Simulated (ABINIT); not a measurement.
# NiO (Fm-3m) in ABINIT: notebook, part 3 of 3

ABINIT 10.8.3 (patched build).

**5. Single point, PBE, collinear spin, ferromagnetic start**

Input file run.abi:

```
# Pseudopotentials
pp_dirpath "./"
pseudos "Ni.upf, O.upf"

# Structure
acell 3*1.0
rprim
     0.0000000000     3.9417828252     3.9417828252
     3.9417828252     0.0000000000     3.9417828252
     3.9417828252     3.9417828252     0.0000000000
ntypat 2
znucl 28 8
natom 2
typat 1 2
xred
     0.0000000000     0.0000000000     0.0000000000
     0.5000000000     0.5000000000     0.5000000000

# Plane-wave basis
ecut 1224.512381 eV

# k points
kptopt 1
ngkpt 8 8 8
nshiftk 1
shiftk 0.0 0.0 0.0

# Exchange and correlation
ixc 11

# Bands and occupations
nband 17
occopt 3
tsmear 0.00183747

# Spin
nsppol 2
spinat
     0.0000000000     0.0000000000     1.0000000000
     0.0000000000     0.0000000000     0.0000000000

# SCF cycle
nstep 100
tolvrs 1.0e-10

# Output
iomode 3
prtwf 0
prtden 0
prteig 0
prtebands 0
```

Potentials or basis: PseudoDojo NC SR PBE v0.4.1 standard.

The run is started by

```
> abinit run.abi > log 2>&1
```

run.abo:

```text
.Version 10.8.3 of ABINIT
 Symmetries : space group Fm -3 m (#225); Bravais cF (face-center cubic)
================================================================================
 Values of the parameters that define the memory need of the present run
     intxc =       0    ionmov =       0      iscf =       7    lmnmax =       6
     lnmax =       6     mgfft =      36  mpssoang =       3    mqgrid =    3001
     natom =       2  nloc_mem =       1    nspden =       2   nspinor =       1
    nsppol =       2      nsym =      48    n1xccc =    2501    ntypat =       2
    occopt =       3   xclevel =       2
       mpw =        1788          nfft =       46656          nkpt =          29
================================================================================
================================================================================

--------------------------------------------------------------------------------
------------- Echo of variables that govern the present computation ------------
--------------------------------------------------------------------------------
 -outvars: echo values of preprocessed input variables --------
            acell      1.0000000000E+00  1.0000000000E+00  1.0000000000E+00 Bohr
              amu      5.86900000E+01  1.59994000E+01
             ecut      4.50000000E+01 Hartree
              ixc          11
         kptrlatt        8    0    0      0    8    0      0    0    8
          kptrlen      4.45961819E+01
            natom           2
            nband          17
            ngfft          36      36      36
             nkpt          29
           nspden           2
           nsppol           2
            nstep         100
             nsym          48
           ntypat           2
           occopt           3
           prtden           0
        prtebands           0
           prteig           0
            prtwf           0
            rprim      0.0000000000E+00  3.9417828252E+00  3.9417828252E+00
                       3.9417828252E+00  0.0000000000E+00  3.9417828252E+00
                       3.9417828252E+00  3.9417828252E+00  0.0000000000E+00
          spgroup         225
[... 155 lines left out ...]
 frms,max,avg= 0.0000000E+00 0.0000000E+00   0.000E+00  0.000E+00  0.000E+00 e/A
 length scales=  1.000000000000  1.000000000000  1.000000000000 bohr
              =  0.529177210544  0.529177210544  0.529177210544 angstroms
 Fermi (or HOMO) energy (hartree) =   0.32998   Average Vxc (hartree)=  -0.48228
 Magnetization (Bohr magneton)=  1.33030798E-06
 Total spin up =  1.20000007E+01   Total spin down =  1.19999993E+01
 Eigenvalues (hartree) for nkpt=  29  k points, SPIN UP:
 kpt#   1, nband= 17, wtk=  0.00195, kpt=  0.0000  0.0000  0.0000 (reduced coord)
  -3.45778   -2.00178   -2.00178   -2.00178   -0.42237    0.21367    0.21367    0.21367
   0.26258    0.26258    0.26258    0.27128    0.27128    0.39110    0.98590    1.03081
   1.03081
      occupation numbers for kpt#   1
   1.00000    1.00000    1.00000    1.00000    1.00000    1.00000    1.00000    1.00000
   1.00000    1.00000    1.00000    1.00000    1.00000    0.00000    0.00000    0.00000
   0.00000
 prteigrs : prtvol=0 or 1, do not print more k-points.

 Eigenvalues (hartree) for nkpt=  29  k points, SPIN DOWN:
 kpt#   1, nband= 17, wtk=  0.00195, kpt=  0.0000  0.0000  0.0000 (reduced coord)
  -3.45778   -2.00178   -2.00178   -2.00178   -0.42237    0.21367    0.21367    0.21367
   0.26258    0.26258    0.26258    0.27128    0.27128    0.39110    0.98590    1.03081
   1.03081
      occupation numbers for kpt#   1
   1.00000    1.00000    1.00000    1.00000    1.00000    1.00000    1.00000    1.00000
   1.00000    1.00000    1.00000    1.00000    1.00000    0.00000    0.00000    0.00000
   0.00000
 prteigrs : prtvol=0 or 1, do not print more k-points.

--- !EnergyTerms
iteration_state     : {dtset: 1, }
comment             : Components of total free energy in Hartree
kinetic             :  9.03569226656831E+01
hartree             :  5.43451928362653E+01
xc                  : -2.55889736008786E+01
Ewald energy        : -1.19611653751645E+02
psp_core            :  5.04714423254845E+00
local_psp           : -1.59599933816026E+02
non_local_psp       : -2.92275228839882E+01
internal            : -1.84278824318042E+02
'-kT*entropy'       : -8.58051774873016E-04
total_energy        : -1.84279682369817E+02
total_energy_eV     : -5.01450561425178E+03
band_energy         : -1.66261982039711E+01
...

 Cartesian components of stress tensor (hartree/bohr^3)
  sigma(1 1)=  9.35567964E-05  sigma(3 2)=  0.00000000E+00
  sigma(2 2)=  9.35567964E-05  sigma(3 1)=  0.00000000E+00
  sigma(3 3)=  9.35567964E-05  sigma(2 1)=  0.00000000E+00

-Cartesian components of stress tensor (GPa)         [Pressure= -2.7525E+00 GPa]
- sigma(1 1)=  2.75253598E+00  sigma(3 2)=  0.00000000E+00
- sigma(2 2)=  2.75253598E+00  sigma(3 1)=  0.00000000E+00
- sigma(3 3)=  2.75253598E+00  sigma(2 1)=  0.00000000E+00

== END DATASET(S) ==============================================================
================================================================================

 -outvars: echo values of variables after computation  --------
            acell      1.0000000000E+00  1.0000000000E+00  1.0000000000E+00 Bohr
           etotal     -1.8427968237E+02
            fcart     -0.0000000000E+00 -0.0000000000E+00 -0.0000000000E+00
                      -0.0000000000E+00 -0.0000000000E+00 -0.0000000000E+00
            rprim      0.0000000000E+00  3.9417828252E+00  3.9417828252E+00
                       3.9417828252E+00  0.0000000000E+00  3.9417828252E+00
                       3.9417828252E+00  3.9417828252E+00  0.0000000000E+00
           strten      9.3556796387E-05  9.3556796387E-05  9.3556796387E-05
                       0.0000000000E+00  0.0000000000E+00  0.0000000000E+00
           xangst      0.0000000000E+00  0.0000000000E+00  0.0000000000E+00
                       2.0859016400E+00  2.0859016400E+00  2.0859016400E+00
             xred      0.0000000000E+00  0.0000000000E+00  0.0000000000E+00
                       5.0000000000E-01  5.0000000000E-01  5.0000000000E-01
 Calculation completed.
```

Wall time 5.2 min (1 thread of Arm Neoverse V2, shared host); peak memory 0.1 GiB.

What came out:

```
Free energy                                           : -5014.5056 eV
Pressure                                              : -2.8 GPa
Band gap on the k mesh                                : none (metal or under the smearing width)
Net moment                                            : 0.00 μB per cell
Valence electrons inside the program's atomic spheres : Ni 16.24; O 6.15
```

Caveat: small starting moments can end in a higher magnetic state in this program; semilocal functionals often make such compounds metallic where correlation or magnetic order opens a gap, which also shifts bond lengths.

**6. Single point, LDA, collinear spin, ferromagnetic start**

run.abi: that of step 5 with these lines changed.

```diff
@@ -14,8 +14,8 @@
 typat 1 2
-xred
+xcart
      0.0000000000     0.0000000000     0.0000000000
-     0.5000000000     0.5000000000     0.5000000000
+     2.0859016414     2.0859016414     2.0859016414 Angstrom
 
 # Plane-wave basis
-ecut 1224.512381 eV
+ecut 45.0
 
@@ -28,3 +28,3 @@
 # Exchange and correlation
-ixc 11
+ixc 7
 
@@ -33,3 +33,3 @@
 occopt 3
-tsmear 0.00183747
+tsmear 0.05 eV
```

Potentials or basis: PseudoDojo NC SR LDA v0.4.1 standard.

The run is started by

```
> abinit run.abi > log 2>&1
```

Wall time 66 s (1 thread of Arm Neoverse V1, shared host); peak memory 0.09 GiB.

It converged, with:

* Free energy: -5010.3965 eV
* Pressure: -20.4 GPa
* Band gap on the k mesh: none (metal or under the smearing width)
* Net moment: 0.73 μB per cell
* Site moments: Ni +0.61; O +0.11 μB
* Valence electrons inside the program's atomic spheres: Ni 16.25; O 6.13

Levels at points of the mesh, in eV from the Fermi level:
Spin up:
```tsv
k point	band 9	band 10	band 11	band 12	band 13	band 14	band 15	band 16	band 17
(0.00, 0.00, 0.00)	-2.06	-2.06	-1.98	-1.98	-1.98	1.70	17.82	18.99	18.99
(0.50, 0.00, 0.00)	-1.18	-1.18	-0.77	0.95	0.95	5.65	9.94	14.05	14.05
(0.50, 0.50, 0.00)	-2.95	-1.68	-1.11	-0.89	-0.89	6.27	10.45	12.42	16.56
```
Spin down:
```csv
k point,band 9,band 10,band 11,band 12,band 13,band 14,band 15,band 16
"(0.00, 0.00, 0.00)",-1.56,-1.56,-1.56,-1.21,-1.21,1.84,17.83,19.13
"(0.50, 0.00, 0.00)",-0.69,-0.69,-0.33,1.64,1.64,5.73,10.14,14.17
"(0.50, 0.50, 0.00)",-2.58,-0.80,-0.41,-0.41,-0.24,6.44,10.61,12.59
```

Caveat: small starting moments can end in a higher magnetic state in this program; so large a pressure means that the cell lies far from this level's equilibrium, or that cutoff or potentials fall short; a cell with one magnetic atom can't hold antiferromagnetic order, which such compounds often take; semilocal functionals often make such compounds metallic where correlation or magnetic order opens a gap, which also shifts bond lengths.

**7. The runs side by side**

| task | level | potentials or basis | cell | cutoff (eV) | cell freedom (optcell) | optimiser (ionmov) | cutoff smearing ecutsm (Ha) | force stop (Ha/bohr) | gap on the mesh (eV) | pressure (GPa) | moment (μB) |
| --- | --- | --- | --- | --- | --- | --- | --- | --- | --- | --- | --- |
| relaxation of cell and atoms | PBE | PseudoDojo NC SR PBE v0.4.1 standard | relaxed | 1333 | 2 | 2 | 0.5 | 2e-05 | none | 0.0 | 0.00 |
| single point | PBE | PseudoDojo NC SR PBE v0.4.1 standard | cell relaxed | 1333 | - | - | - | - | none | 8.3 | 1.85 |
| single point | PBEsol | PseudoDojo NC SR PBEsol v0.4.1 standard | as given | 1225 | - | - | - | - | none | -6.2 | 1.69 |
| single point | PBE | PseudoDojo NC SR PBE v0.4.1 standard | as given | 1225 | - | - | - | - | none | -2.8 | 0.00 |
| single point | LDA | PseudoDojo NC SR LDA v0.4.1 standard | as given | 1225 | - | - | - | - | none | -20.4 | 0.73 |

Alike in all rows: spin collinear, ferromagnetic start; k mesh 8 × 8 × 8; smearing fermi-dirac 0.05 eV.

Caveats: small starting moments can end in a higher magnetic state in this program; semilocal functionals often make such compounds metallic where correlation or magnetic order opens a gap, which also shifts bond lengths; a cell with one magnetic atom can't hold antiferromagnetic order, which such compounds often take (some runs); Libxc's GGAs can fail where the two spin gradients oppose each other (some runs); so large a pressure means that the cell lies far from this level's equilibrium, or that cutoff or potentials fall short (some runs).

Absolute energies hang on the potentials; compare differences alone.

**8. How close it comes**

Step 4. Measured gap of NiO: 4.3 eV (quoted in “Local correlations, non-local screening, multiplets, and band formation in NiO”, 2012, arxiv:1210.6675). This calculation gives 0.00 eV (-4.30 eV). So large a miss can be the level of theory's own, or it may mean another phase, state or a wrong row. The value is that of PBEsol on a finite k mesh, which can miss the band edges, without temperature or zero-point motion. Semilocal functionals fall short of measured gaps as a rule. The run's magnetic order (collinear spin, ferromagnetic start) needn't be the measured crystal's.

Step 5. Against the measured gap of NiO, 4.3 eV (quoted in “Local correlations, non-local screening, multiplets, and band formation in NiO”, 2012, arxiv:1210.6675), the calculated 0.00 eV is off by -4.30 eV. So large a miss can be the level of theory's own, or it may mean another phase, state or a wrong row. The value is that of PBE on a finite k mesh, which can miss the band edges, without temperature or zero-point motion. Semilocal functionals fall short of measured gaps as a rule.

Step 6. Measured gap of NiO: 4.3 eV (quoted in “Local correlations, non-local screening, multiplets, and band formation in NiO”, 2012, arxiv:1210.6675). This calculation gives 0.00 eV (-4.30 eV). So large a miss can be the level of theory's own, or it may mean another phase, state or a wrong row. The value is that of LDA on a finite k mesh, which can miss the band edges, without temperature or zero-point motion. Semilocal functionals fall short of measured gaps as a rule. The run's magnetic order (collinear spin, ferromagnetic start) needn't be the measured crystal's.
